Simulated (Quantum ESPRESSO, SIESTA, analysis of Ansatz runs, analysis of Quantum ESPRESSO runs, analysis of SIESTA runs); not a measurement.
# V_F in LiF (Fm-3m): how far do the levels depend on the basis, the mesh and the program? (SIESTA and Quantum ESPRESSO), part 3 of 3

We place the charge-transition levels of V_F in LiF (Fm-3m) with atom-centred orbitals, then repeat the energies at other levels of method to see what holds. Model: a cell of 54 host atoms with 1 F taken out.

SIESTA and Quantum ESPRESSO ; SIESTA numerical-orbital DFT, PBEsol, DZP basis, PseudoDojo 0.4.1 potentials converted to PSML; charged supercells in a uniform background, point-charge correction with alignment at far sites.

So far. Step 11 (SIESTA, PBEsol, DZP, mesh 180 Ry, energy shift 0.005 …): Against the first level the gap goes from 9.10 to 9.10 eV, and the level that moves most, (+1/0), from 5.96 to 5.96 eV.

### 12. Quantum ESPRESSO, plane waves, PBEsol, k = ¼

The same functional and the same PseudoDojo potentials in plane waves, on the same structures: what changes is the basis alone.

File pw.in:

```
&CONTROL
  calculation = 'scf'
  prefix = 'pwscf'
  outdir = './tmp'
  pseudo_dir = './pseudo'
  tprnfor = .true.
  disk_io = 'low'
/
&SYSTEM
  ibrav = 0
  nat = 53
  ntyp = 2
  ecutwfc = 84
  nbnd = 136
  occupations = 'smearing'
  smearing = 'fd'
  degauss = 0.00073499
  tot_charge = -1
  nosym = .true.
/
&ELECTRONS
  conv_thr = 5d-08
  electron_maxstep = 100
  mixing_beta = 0.5
/
ATOMIC_SPECIES
Li     6.9400 Li.upf
F     18.9984 F.upf
CELL_PARAMETERS angstrom
   0.0054150000    5.9909700000    5.9909700000
   5.9909700000    0.0054150000    5.9909700000
   5.9909700000    5.9909700000    0.0054150000
ATOMIC_POSITIONS crystal
Li     0.0000569479   -0.0009518141    0.0011295301
F      0.1667845851    0.1663184629    0.1668758047
[... 25 atom lines left out ...]
Li     0.3390893160    0.3411466023    0.6592835169
[... 3 atom lines left out ...]
Li     0.3418570455    0.6595619200    0.3379538152
[... 1 atom line left out ...]
Li     0.3412040323    0.6608773124    0.6573825654
[... 9 atom lines left out ...]
Li     0.6607416451    0.3386091111    0.3389843478
[... 1 atom line left out ...]
Li     0.6592523553    0.3398684385    0.6600734989
[... 3 atom lines left out ...]
Li     0.6618117900    0.6590541510    0.3388317155
[... 2 atom lines left out ...]
F      0.8334995001    0.8329946179    0.8339305378
K_POINTS crystal
1
0.25 0.25 0.25 1.0
```

File pp_potential.in:

```
&INPUTPP
  prefix = 'pwscf'
  outdir = './tmp'
  filplot = 'potential.dat'
  plot_num = 11
/
&PLOT
  nfile = 1
  filepp(1) = 'potential.dat'
  iflag = 3
  output_format = 6
  fileout = 'potential.cube'
/
```

Run with:

```bash
> OMP_NUM_THREADS=1 pw.x -in pw.in > pw.out
> OMP_NUM_THREADS=1 pp.x -in pp_potential.in > pp_potential.out
```

It took 2.5 min on 1 MPI rank of Arm Neoverse V2, shared host; peak memory 0.96 GiB.

On the kept structures the largest force at this level is 0.09 eV/Å, so they are close to rest here too.

By state, in eV; the first energy still holds the atoms taken out or put in:

```
charge  moment (μB)  energy over the host, electrons at the valence top  point-charge term  potential shift at far sites  its spread  correction
    −1            0                                             679.877              0.293                        -0.257       0.038       0.550
     0            1                                             672.904              0.000                             -           -       0.000
    +1            0                                             666.791              0.293                        -0.167       0.023       0.126
```

Against the first level the gap goes from 9.10 to 9.18 eV, and the level that moves most, (+1/0), from 5.96 to 5.99 eV.

### 13. Side by side

Gap and levels in eV, each above its own valence top, and the processor time of the defect runs (shared machines); later rows of the first program name only what differs from the first row:

```csv
level of method,gap,(+1/0),(0/−1),runs,core time
"SIESTA, PBEsol, DZP, mesh 300 Ry, energy shift 0.005 Ry, with orbitals at the vacancy, k = ¼",9.10,5.96,7.52,relaxations,72 min
"SIESTA, energy shift 0.02 Ry",9.00,5.82,7.39,single points,5.5 min
"SIESTA, energy shift 0.01 Ry",9.08,5.95,7.49,single points,9.2 min
"SIESTA, energy shift 0.002 Ry",9.10,5.93,7.51,single points,31 min
"SIESTA, SZP",8.86,5.93,7.21,single points,12 min
"SIESTA, TZP",9.12,5.93,7.51,single points,22 min
"SIESTA, without orbitals at the vacancy",9.10,5.97,7.52,single points,16 min
"SIESTA, mesh 180 Ry",9.10,5.96,7.52,single points,7.9 min
"Quantum ESPRESSO, plane waves, PBEsol, k = ¼",9.18,5.99,7.52,single points,11 min
```

Formation energies in eV with the Fermi level at the valence top and the elements as references, each run at its own level:

| level of method | +1 | 0 | −1 |
| --- | --- | --- | --- |
| SIESTA, PBEsol, DZP, mesh 300 Ry, energy shift 0.005 Ry, with orbitals at the vacancy, k = ¼ | 1.49 | 7.44 | 14.97 |
| SIESTA, energy shift 0.02 Ry | 2.40 | 8.22 | 15.62 |
| SIESTA, energy shift 0.01 Ry | 1.77 | 7.73 | 15.22 |
| SIESTA, energy shift 0.002 Ry | 1.31 | 7.24 | 14.75 |
| SIESTA, SZP | 1.77 | 7.70 | 14.92 |
| SIESTA, TZP | 1.50 | 7.43 | 14.94 |
| SIESTA, without orbitals at the vacancy | 1.53 | 7.50 | 15.02 |
| SIESTA, mesh 180 Ry | 1.49 | 7.45 | 14.97 |

### 14. Results

```yaml
gap_of_the_host_siesta_pbesol: 9.10 eV
largest_difference_in_a_level_orbitals_against_plane_waves: 0.03 eV
difference_in_the_gap_orbitals_less_plane_waves: -0.08 eV
largest_shift_of_a_level_that_keeps_clear_of_the_band_edges_siesta_energy_shift_0p02_ry: 0.13 eV
largest_shift_of_a_level_that_keeps_clear_of_the_band_edges_siesta_energy_shift_0p01_ry: 0.03 eV
largest_shift_of_a_level_that_keeps_clear_of_the_band_edges_siesta_energy_shift_0p002_ry: 0.02 eV
largest_shift_of_a_level_that_keeps_clear_of_the_band_edges_siesta_szp: 0.31 eV
largest_shift_of_a_level_that_keeps_clear_of_the_band_edges_siesta_tzp: 0.02 eV
largest_shift_of_a_level_that_keeps_clear_of_the_band_edges_siesta_without_orbitals_at_the_vacancy: 0.01 eV
largest_shift_of_a_level_that_keeps_clear_of_the_band_edges_siesta_mesh_180_ry: 0.00 eV
level_plus_1_over_0_siesta_pbesol_dzp_mesh_300_ry_energy_shift_0p005_ry_with_orbitals_at_the_vacancy_k: 5.96 eV above the valence top
level_0_minus_1_siesta_pbesol_dzp_mesh_300_ry_energy_shift_0p005_ry_with_orbitals_at_the_vacancy_k: 7.52 eV above the valence top
```

What this shows: At the level trusted most (SIESTA, PBEsol, DZP, mesh 300 Ry, energy shift 0.005 Ry, with orbitals at the vacancy, k = ¼) the charge changes at 5.96 eV (+1/0) and 7.52 eV (0/−1) above the valence top, in a gap of 9.10 eV. Orbitals and plane waves agree on the levels within 0.03 eV ((+1/0) differs most) and on the gap within 0.08 eV, so the orbital basis serves for these levels. As the energy shift falls from 0.02 to 0.002 Ry, the formation energy at charge +1 goes 2.40, 1.77, 1.49, 1.31 eV; the last step changes it by 0.18 eV. The levels that keep clear of the band edges move by at most 0.13 eV (energy shift 0.02 Ry), 0.03 eV (energy shift 0.01 Ry), 0.02 eV (energy shift 0.002 Ry), 0.31 eV (SZP), 0.02 eV (TZP), 0.01 eV (without orbitals at the vacancy) and 0.00 eV (mesh 180 Ry). Of the charges placed (−1, 0 and +1), the lowest changes at 5.96 eV (+1/0) and 7.52 eV (0/−1) above the valence top, in a gap of 9.10 eV. No levels were formed for SIESTA numerical-orbital DFT, PBEsol, TZDP basis, PseudoDojo 0.4.1 potentials converted to PSML (a run was refused). The formation energy turns negative for some Fermi levels (Li-rich), which would push the Fermi level away from there. Only the charges −1, 0 and +1 were placed; others may be stable too. Limits: one k-point off the zone centre stands for the whole zone; the images are only 8.5 Å apart; PBEsol makes the gap too small and tends to spread out bound carriers; where a gas molecule sets a chemical potential or the host's formation energy, its binding is uncorrected.

[Logs are printed without paths, hosts, clocks, repeated set-up lines and the standing remarks that a program may print on its own settings, such as how far it seeks lower states.]

[Hosts, paths, dates, database ids (printed as entryN), source tags and the programs' standing remarks are cut or masked in the printed files.]

[For some hosts the program warned that the k-mesh of the response run may be too coarse for force constants and the static dielectric constant; such warnings are not shown here.]

[Charge tables in the logs are Mulliken or Hirshfeld populations, whose sizes and signs can differ; where basis functions stand at a vacancy, SIESTA counts their charge against the missing atom's valence.]

[In relaxation paths of CP2K, step 0 can be the structure after the first move, since the trajectory file begins there, and the last row can be the final structure solved once more.]
